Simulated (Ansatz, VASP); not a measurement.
# BN: VASP beside Ansatz

One calculation is typed for both programs; each brings its own data sets. How far apart do they land? The structure shown is the end of the Ansatz relaxation below.

Program: Ansatz 0.2.0. Level of theory: plane waves, with VASP 6.6.1 beside it; single point at r2SCAN. Results are calculated unless marked as measured.

### 1. Starting point

It takes space group P6_3/mmc (No. 194, hexagonal). The conventional cell has a = 2.500 Å, b = 2.500 Å, c = 6.788 Å, α = 90.00°, β = 90.00°, γ = 120.00°. B has 3 N at 1.44 Å nearest. Nearest to N lie 3 B at 1.44 Å. Farther neighbours and most contacts between anions are not listed.

### 2. Ansatz: relaxation, r2SCAN

Ansatz runs on its default PAW (the set named soft_2) files.

This run makes the geometry at which the two programs are then compared.

The input, input.yaml:

```yaml
crystal:
  lattice:
    - [2.4883207884, 0.0, 0.0]
    - [-1.2441603942, 2.1549490155, 0.0]
    - [0.0, 0.0, 6.852924087]
  atoms:
    - { symbol: B, position: [0.3333333333, 0.6666666667, 0.25] }
    - { symbol: B, position: [0.6666666667, 0.3333333333, 0.75] }
    - { symbol: "N", position: [0.3333333333, 0.6666666667, 0.75] }
    - { symbol: "N", position: [0.6666666667, 0.3333333333, 0.25] }
kpoints:
  mp_grid: { grid: [9, 9, 4] }
hamiltonian:
  xc: r2scan
scf:
  occupations: { method: fixed }
output:
  forces: true
  stress: true
  eigenvalues: true
relax:
  adjacent_minimum: "off"
  f_tol: 0.001
  max_steps: 60
  cell: { stress_tol: 0.01, fix: [volume] }
```

The run is started by

```console
ansatz run input.yaml --threads 4 --pin off --max-ram 7168MiB --backend cpu --events-out ev --progress --plain --runs-dir out
```

Numbers of over 12 decimals in the logs are rounded to 6 here.

What it wrote:

```text
Engine: ansatz 0.2.0, x86_64-unknown-linux-gnu
Pseudopotentials: kind: paw
Pseudopotential: B, paw, valence charge 3, recommended cutoff 500 eV (meta_gga), B.paw.azcp
Pseudopotential: N, paw, valence charge 5, recommended cutoff 500 eV (meta_gga), N.paw.azcp
Functional definition: r2SCAN
  parameter k0 = 0.174
  parameter k1 = 0.065
  parameter a1 = 4.9479
  exchange = r2scan_x(k0 = k0, k1 = k1, a1 = a1)
  correlation = r2scan_c
Crystal: 4 atoms, lattice volume = 36.747 Å³
Basis set: ecut = 500 eV, 943 PW (Γ), exchange–correlation on 80×80×200 points (64 copies of the dense FFT grid, shifted against one another)
Bands: 12, of which v1, the nominal top of the filled ones, is band 8 counted from 1 (7 counted from 0)
Symmetry: 24 space group operations
Space group: P63/mmc (ITA 194), of the structure as read, at distance tolerance 3.3e-5 Å
k-points: 36 of 324
Non-local potential: B, projectors of the file, l = 0: 2, l = 1: 2, l = 2: 1
Non-local potential: N, projectors of the file, l = 0: 2, l = 1: 2, l = 2: 1
PAW form: soft (Blöchl's): semilocal exchange-correlation on the pseudo side does not see the compensation charge
PAW frozen core: B, regenerated for the run's functional (the file was generated under x = pbe(κ = 0.804, μ = 0.219515), c = pbe(β = 0.066725))
PAW frozen core: N, regenerated for the run's functional (the file was generated under x = pbe(κ = 0.804, μ = 0.219515), c = pbe(β = 0.066725))
PAW one-centre angular grid: B, 302 points (default); XC on 160 Gauss nodes
PAW one-centre angular grid: N, 302 points (default); XC on 160 Gauss nodes
Initial density: superposition of atomic densities (neutral atoms: chi_scale 0, normalization atom), corrected by the library's trained network
Initial wavefunctions: pseudopotential atomic-orbital guess
Functional: x = r2scan, c = r2scan; τ floored in thin density (d = 2e-4 eV/Å³)
SCF iter   1: F=—  HF=-1088.109953 eV  |F-HF|=—  |Δ(HF+E_count)|=         —  Δρ=8.47e-3  dr2=1.92e-2  dr2_τ=7.19e-1  ethr=1.77e-3  ⟨swp⟩=5.5  Hψ=2376  notcnv=0  defer=64
preconditioner: auto → none  [insulator: Δε(μ)=5.062 eV  Ē_g=16.917 eV  n_scr=4 (ndim 8)  ℏωp=24.5 eV  f_vac=0.036  ε∞_Penn≈3.1]
SCF iter   2: F=—  HF=-1088.243087 eV  |F-HF|=—  |Δ(HF+E_count)|=   1.33e-1  Δρ=5.06e-3  dr2=4.19e-3  dr2_τ=2.90e-4  ethr=1.20e-4  ⟨swp⟩=2.2  Hψ=1087  notcnv=0  defer=71
SCF iter   3: F=—  HF=-1088.242829 eV  |F-HF|=—  |Δ(HF+E_count)|=   2.58e-4  Δρ=8.41e-4  dr2=2.00e-4  dr2_τ=1.03e-4  ethr=2.62e-5  ⟨swp⟩=3.0  Hψ=791  notcnv=0  defer=72
SCF iter   4: F=—  HF=-1088.242806 eV  |F-HF|=—  |Δ(HF+E_count)|=   2.26e-5  Δρ=2.86e-4  dr2=2.12e-5  dr2_τ=1.86e-6  ethr=1.25e-6  ⟨swp⟩=2.0  Hψ=731  notcnv=0  defer=71
SCF iter   5: F=—  HF=-1088.242800 eV  |F-HF|=—  |Δ(HF+E_count)|=   5.62e-6  Δρ=1.02e-4  dr2=2.23e-6  dr2_τ=2.39e-7  ethr=1.33e-7  ⟨swp⟩=2.0  Hψ=701  notcnv=0  defer=22
SCF iter   6: F=—  HF=-1088.242801 eV  |F-HF|=—  |Δ(HF+E_count)|=   6.59e-7  Δρ=4.09e-5  dr2=4.06e-7  dr2_τ=9.13e-9  ethr=1.39e-8  ⟨swp⟩=2.0  Hψ=655  notcnv=0  defer=24
SCF iter   7: F=-1088.242801 eV  HF=-1088.242801 eV  |F-HF|=1.38e-10  |Δ(HF+E_count)|=   4.21e-8  Δρ=5.53e-6  dr2=6.03e-9  dr2_τ=3.56e-10  ethr=6.25e-10  ⟨swp⟩=6.9  Hψ=2233  notcnv=0
SCF 1 converged in 7 iterations: F = -1088.242801 eV  dr2 = 6.03e-9
  greatest PAW one-centre occupation: 0.807 electrons in one spin orbital (limit 2), on the N atom at site 3 (counted from 0), in its partial waves of l = 0
relax step   1: F+E_penalty+E_count = -1088.24280101 eV  Δ(F+E_penalty+E_count) = +0.000e0 eV  max|allowed force component| = 5.944e-16 eV/Å  Δτ_max = 0.0000 Å  P = +3.735 GPa  Ω = 36.747 Å³  fix = [volume]  reactions: volume +3.735 GPa  (7 SCF iters, dr2 threshold 1.00e-7 eV, accepted)
[...]
relax step   2: F+E_penalty+E_count = -1088.24792518 eV  Δ(F+E_penalty+E_count) = -5.124e-3 eV  max|allowed force component| = 1.189e-15 eV/Å  Δτ_max = 0.0000 Å  P = +1.556 GPa  Ω = 36.747 Å³  energy of the carried Pulay correction = -2.795e-6 eV  fix = [volume]  reactions: volume +1.556 GPa  (4 SCF iters, dr2 threshold 4.00e-7 eV, accepted)
[...]
relax step   3: F+E_penalty+E_count = -1088.24870398 eV  Δ(F+E_penalty+E_count) = -7.788e-4 eV  max|allowed force component| = 4.452e-16 eV/Å  Δτ_max = 0.0000 Å  P = +0.340 GPa  Ω = 36.747 Å³  energy of the carried Pulay correction = -4.370e-6 eV  fix = [volume]  reactions: volume +0.340 GPa  (4 SCF iters, dr2 threshold 4.00e-7 eV, accepted)
[...]
relax step   4: F+E_penalty+E_count = -1088.24870408 eV  Δ(F+E_penalty+E_count) = -1.023e-7 eV  max|allowed force component| = 7.425e-16 eV/Å  Δτ_max = 0.0000 Å  P = +0.331 GPa  Ω = 36.747 Å³  energy of the carried Pulay correction = -4.383e-6 eV  fix = [volume]  reactions: volume +0.331 GPa  (4 SCF iters, dr2 threshold 2.68e-10 eV, accepted)
[...]
relax step   5: F+E_penalty+E_count = -1088.24870940 eV  Δ(F+E_penalty+E_count) = -5.318e-6 eV  max|allowed force component| = 5.690e-16 eV/Å  Δτ_max = 0.0000 Å  P = +0.329 GPa  Ω = 36.747 Å³  fix = [volume]  reactions: volume +0.329 GPa  stress off target by 5.37e-3 GPa on what of the cell is left free  SCF on the basis re-selected at this cell (its energy is not comparable with the rows above)  (5 SCF iters)
basis re-selected at this cell: Δ(F+E_penalty+E_count) = -5.318e-6 eV, ΔP = -0.003 GPa vs the last step (what re-selecting the basis moved, of the pressure what is left beyond the Pulay correction that the steps carried, after the strain that the cell walked since its last selection, with what the two solves' SCF thresholds leave and, on support functions, any second-order correction that the steps lacked; it is no m [...]
SCF converged after 5 iterations
Free energy (F): -1088.248709 eV
Harris-Foulkes:  -1088.248709 eV  (|F-HF|=2.27e-13)
Internal energy: -1088.248709 eV  (E = F + TS)
E sigma→0 (E₀):  -1088.248709 eV
Fermi energy:    4.272552 eV
--- Per-component energies (eV) ---
  E_band       = -51.210106
  E_kinetic    = 367.453662
  E_local      = -715.476055  (includes V_loc(G=0)·N_el)
  E_nonlocal   = 114.165426
  E_hartree    = 233.870481
  E_xc         = -182.055817
  E_vxc        = -252.484650  (∫ρ·V_xc dr)
  E_paw        = -419.694842  (= ΣΔE_a)
  E_vpaw       = -47.069734  (= ΣTr[D̂ρ^β])
  E_aug_tail   = 0.000037  (compensation charges beyond the density's cutoff)
  E_vtau       = 14.460252  (kinetic-family band-sum trace: ∫τ·v_τ [+ j·A + Jᵃ·Aᵃ] dr)
  E_ewald      = -486.415588
  E_core_change = -0.096013  (= ΣΔE_core)
  E_smearing   = -0.000000  (= −TS)
  E_closure    = -0.000000  (closes the sum)
  Σ components = -1088.248709   (vs F -1088.248709, Δ=0.00e0)
--- Forces (eV/Å), atoms counted from 1 ---
  atom   1  B      0.00000000     0.00000000    -0.00000000
  atom   2  B     -0.00000000    -0.00000000     0.00000000
  atom   3  N      0.00000000     0.00000000     0.00000000
  atom   4  N      0.00000000    -0.00000000    -0.00000000
  max |Σ_I F_I| component: 9.25e-17 eV/Å
--- Stress (GPa, compression-positive) ---
        0.331303      -0.000000      -0.000000
       -0.000000       0.331303      -0.000000
       -0.000000      -0.000000       0.323250
  P = ⅓ Tr σ = 0.3286 GPa (3.286 kbar)
--- Band table (eV; the first three rows and the last of 36) ---
  k-point 0: bands = [... 4 lower, 2.9277, 2.9277, 2.9585, 2.9585, 9.7499, 15.0544, 16.6928, 16.6928]
  k-point 1: bands = [... 4 lower, 2.9322, 2.9322, 2.9540, 2.9540, 10.4371, 14.0246, 16.7086, 16.7086]
  k-point 2: bands = [... 4 lower, 2.9431, 2.9431, 2.9431, 2.9431, 12.1170, 12.1170, 16.7473, 16.7473]
  k-point 35: bands = [... 4 lower, -3.2053, -3.2053, 4.2726, 4.2726, 9.5840, 9.5840, 16.8147, 16.8147]
--- Relaxed structure (4 steps of the walk, 4 accepted, 1 SCFs on fresh bases) ---
  F+E_penalty+E_count = -1088.24870940 eV   max|allowed force component| = 5.690e-16 eV/Å   (the final SCF, on the basis selected at the relaxed cell)
  cell:  # Å, volume = 36.7468 Å³
    - [2.500148, 0, 0.0]
    - [-1.250074, 2.165192, 0.0]
    - [0.0, 0.0, 6.788239]
  atoms:
    - { symbol: B, position: [0.333333, 0.666667, 0.25] }
    - { symbol: B, position: [0.666667, 0.333333, 0.75] }
    - { symbol: N, position: [0.333333, 0.666667, 0.75] }
    - { symbol: N, position: [0.666667, 0.333333, 0.25] }
```

In the SCF lines HF is the Harris–Foulkes energy and dr2 the Hartree energy of the density residual, in eV; the loop may stop once dr2 is under the threshold and the program's other checks hold. Hψ counts applications of the Hamiltonian.

### 3. VASP: single point, r2SCAN, pair 1

The same cell, functional and mesh now go to VASP, with its own data sets.

Lines of VASP's logs that name or quote its potential files are left out, and so is its time.

The input, INCAR:

```
SYSTEM = BN
PREC = Accurate
ENCUT = 660
EDIFF = 1E-06
NELM = 120
ISMEAR = 0
SIGMA = 0.01
LREAL = .FALSE.
ALGO = Normal
METAGGA = R2SCAN
LASPH = .TRUE.
NBANDS = 14
LORBIT = 11
LWAVE = .FALSE.
LCHARG = .FALSE.
ISIF = 2
GGA_COMPAT = .FALSE.
EFERMI = MIDGAP
LMIXTAU = .TRUE.
KPAR = 2
```

The input, POSCAR:

```
BN
1.0
    2.5001482190      0.0000000000      0.0000000000
   -1.2500741095      2.1651918708      0.0000000000
    0.0000000000      0.0000000000      6.7882393086
B N
2 2
Direct
    0.3333333334      0.6666666668      0.2500000000
    0.6666666668      0.3333333334      0.7500000000
    0.3333333334      0.6666666668      0.7500000000
    0.6666666668      0.3333333334      0.2500000000
```

The input, KPOINTS:

```
Automatic mesh
0
Gamma
9 9 4
0 0 0
```

PAW data sets: B and N (PBE family, release 64).

The run is started by

```console
mpirun -np 2 vasp_std
```

What it wrote:

```text
[banner, memory and clock lines left out]
running    2 mpi-ranks, on    1 nodes
 distrk:  each k-point on    1 cores,    2 groups
 distr:  one band on    1 cores,    1 groups

 POSCAR found type information on POSCAR B N
 POSCAR found :  2 types and       4 ions
|                                                                             |
|               ----> ADVICE to this user running VASP <----                  |
|                                                                             |
|     You enforced a specific xc type in the INCAR file but a different       |
|     [... a line on the potential file left out ...]
|     I HOPE YOU KNOW WHAT YOU ARE DOING!                                     |
|                                                                             |

 LDA part: xc-table for (None), standard interpolation
 POSCAR, INCAR and KPOINTS ok, starting setup
 FFT: planning ... GRIDC
 FFT: planning ... GRID_SOFT
 FFT: planning ... GRID
 WAVECAR not read
 entering main loop
       N       E                     dE             d eps       ncg     rms          rms(c)
DAV:   1     0.663922072323E+02    0.66392E+02   -0.94211E+03  1008   0.131E+03
DAV:   2    -0.416577030074E+02   -0.10805E+03   -0.96049E+02  1356   0.296E+02
DAV:   3    -0.466838204686E+02   -0.50261E+01   -0.49906E+01  1356   0.671E+01
DAV:   4    -0.467284434881E+02   -0.44623E-01   -0.44606E-01  1146   0.641E+00
DAV:   5    -0.467289461946E+02   -0.50271E-03   -0.50261E-03  1380   0.670E-01    0.110E+01
DAV:   6    -0.404613380885E+02    0.62676E+01   -0.51630E+00  1254   0.191E+01    0.576E+00
DAV:   7    -0.381142819635E+02    0.23471E+01   -0.77230E-01  1194   0.876E+00    0.291E+00
DAV:   8    -0.403437590889E+02   -0.22295E+01   -0.14048E+00  1128   0.107E+01    0.189E+00
DAV:   9    -0.388493017315E+02    0.14945E+01   -0.47746E-01  1008   0.826E+00    0.285E-01
DAV:  10    -0.385966763956E+02    0.25263E+00   -0.63185E-02  1044   0.284E+00    0.222E-01
DAV:  11    -0.385305157221E+02    0.66161E-01   -0.19224E-02  1020   0.147E+00    0.167E-01
DAV:  12    -0.384897925538E+02    0.40723E-01   -0.25985E-02  1008   0.170E+00    0.124E-01
DAV:  13    -0.385790479917E+02   -0.89255E-01   -0.21185E-02  1008   0.137E+00    0.699E-02
DAV:  14    -0.385991197542E+02   -0.20072E-01   -0.31388E-03  1044   0.705E-01    0.243E-02
DAV:  15    -0.386002566787E+02   -0.11369E-02   -0.53514E-04  1086   0.276E-01    0.539E-03
DAV:  16    -0.386003052341E+02   -0.48555E-04   -0.17127E-05  1230   0.467E-02    0.452E-03
DAV:  17    -0.386003091909E+02   -0.39568E-05   -0.30644E-06  1164   0.170E-02    0.182E-03
DAV:  18    -0.386003144744E+02   -0.52835E-05   -0.13670E-06   988   0.141E-02    0.799E-04
DAV:  19    -0.386003150407E+02   -0.56629E-06   -0.26570E-07   870   0.612E-03
   1 F= -.38600315E+02 E0= -.38600315E+02  d E =0.000000E+00
```

OUTCAR, selected parts (step 3):

```text
ion  position               nearest neighbor table
   1  0.333  0.667  0.250-   4 1.44   4 1.44   4 1.44
   2  0.667  0.333  0.750-   3 1.44   3 1.44   3 1.44
   3  0.333  0.667  0.750-   2 1.44   2 1.44   2 1.44
   4  0.667  0.333  0.250-   1 1.44   1 1.44   1 1.44

  LATTYP: Found a hexagonal cell.
 ALAT       =     2.5001482190
 C/A-ratio  =     2.7151347496

 Subroutine GETGRP returns: Found 24 space group operations
 (whereof 12 operations were pure point group operations)

The static configuration has the point symmetry D_3d.
 The point group associated with its full space group is D_6h.

 Found     36 irreducible k-points:

   k-points           NKPTS =     36   k-points in BZ     NKDIM =     36   number of bands    NBANDS=     14

   dimension x,y,z NGX =    24 NGY =   24 NGZ =   60
   dimension x,y,z NGXF=    48 NGYF=   48 NGZF=  120

   ENCUT  =  660.0 eV  48.51 Ry    6.96 a.u.   5.24  5.24 14.22*2*pi/ulx,y,z

   NELECT =      16.0000    total number of electrons

 k-points in reciprocal lattice and weights: Automatic mesh
   0.00000000  0.00000000  0.00000000       0.003
   0.11111111 -0.00000000  0.00000000       0.019
   0.22222222 -0.00000000  0.00000000       0.019
   0.33333333 -0.00000000  0.00000000       0.019
   0.44444444 -0.00000000  0.00000000       0.019
   0.11111111  0.11111111  0.00000000       0.019
   0.22222222  0.11111111  0.00000000       0.037
   0.33333333  0.11111111  0.00000000       0.037
   0.44444444  0.11111111  0.00000000       0.019
[...]
0.33333333  0.22222222  0.50000000       0.037
   0.33333333  0.33333333  0.50000000       0.006

 average (electrostatic) potential at core
       1 -30.6774       2 -30.6774       3 -67.9951       4 -67.9951

 E-fermi :   4.3790

 k-point     1 :       0.0000    0.0000    0.0000
  band No.  band energies     occupation
    ...
      4      -2.4849      2.00000
      5       0.5072      2.00000
      6       0.5072      2.00000
      7       0.5381      2.00000
      8       0.5381      2.00000
      9       7.3349      0.00000
     10      12.6432      0.00000
     11      14.2009      0.00000
     12      14.2009      0.00000
     13      14.3106      0.00000
    ...

 k-point     2 :       0.1111   -0.0000    0.0000
  band No.  band energies     occupation
    ...
      4      -2.1719      2.00000
      5      -0.5028      2.00000
      6      -0.4770      2.00000
      7       0.0428      2.00000
      8       0.0797      2.00000
      9       7.7746      0.00000
     10      12.5262      0.00000
     11      13.9206      0.00000
     12      14.2100      0.00000
     13      15.2278      0.00000
    ...

 k-point     3 :       0.2222   -0.0000    0.0000
  band No.  band energies     occupation
    ...
      4      -2.8143      2.00000
      5      -2.7715      2.00000
      6      -1.2705      2.00000
      7      -0.9439      2.00000
      8      -0.8980      2.00000
      9       8.8945      0.00000
     10      11.7597      0.00000
     11      12.8116      0.00000
     12      13.3554      0.00000
     13      14.0595      0.00000
    ...

  Total        0.2416789      0.2416789      0.0374038      0.0000000      0.0000000      0.0000000
  in kB       10.5373183     10.5373183      1.6308244      0.0000000      0.0000000      0.0000000
  external PRESSURE =       7.5684870 kB  Pullay stress =       0.0000000 kB

  energy-cutoff  :      660.00
  volume of cell :       36.75
      direct lattice vectors                 reciprocal lattice vectors
     2.500148219  0.000000000  0.000000000     0.399976286  0.230926417  0.000000000
    -1.250074110  2.165191871  0.000000000     0.000000000  0.461852833  0.000000000
     0.000000000  0.000000000  6.788239309     0.000000000  0.000000000  0.147313604

 POSITION                                       TOTAL-FORCE (eV/Angst)
 -----------------------------------------------------------------------------------
      0.00000      1.44346      1.69706        -0.000000      0.000000      0.000000
      1.25007      0.72173      5.09118         0.000000     -0.000000     -0.000000
      0.00000      1.44346      5.09118         0.000000     -0.000000      0.000000
      1.25007      0.72173      1.69706        -0.000000      0.000000      0.000000
 -----------------------------------------------------------------------------------
    total drift:                               -0.000000     -0.000000      0.000000

  FREE ENERGIE OF THE ION-ELECTRON SYSTEM (eV)
  ---------------------------------------------------
  free  energy   TOTEN  =       -38.6003150407 eV

  energy  without entropy=      -38.6003150407  energy(sigma->0) =      -38.60031504

 total charge
# of ion       s       p       d       tot
------------------------------------------
    1        0.746   1.408   0.000   2.154
    2        0.746   1.408   0.000   2.154
    3        1.235   2.821   0.000   4.056
    4        1.235   2.821   0.000   4.056
--------------------------------------------------
tot          3.963   8.458   0.000  12.421

[... 3 further parts left out ...]
```

The run ends at a pressure of 0.76 GPa.

(Part 1 of 2 ends here.)

[Lines on the potential files, build, host, timing and source positions are cut from VASP's logs without a mark.]

[Logs are printed without paths, hosts, clocks, repeated set-up lines and the standing remarks that a program may print on its own settings, such as how far it seeks lower states.]

[Hosts, paths, dates, database ids (printed as entryN), source tags and the programs' standing remarks are cut or masked in the printed files.]
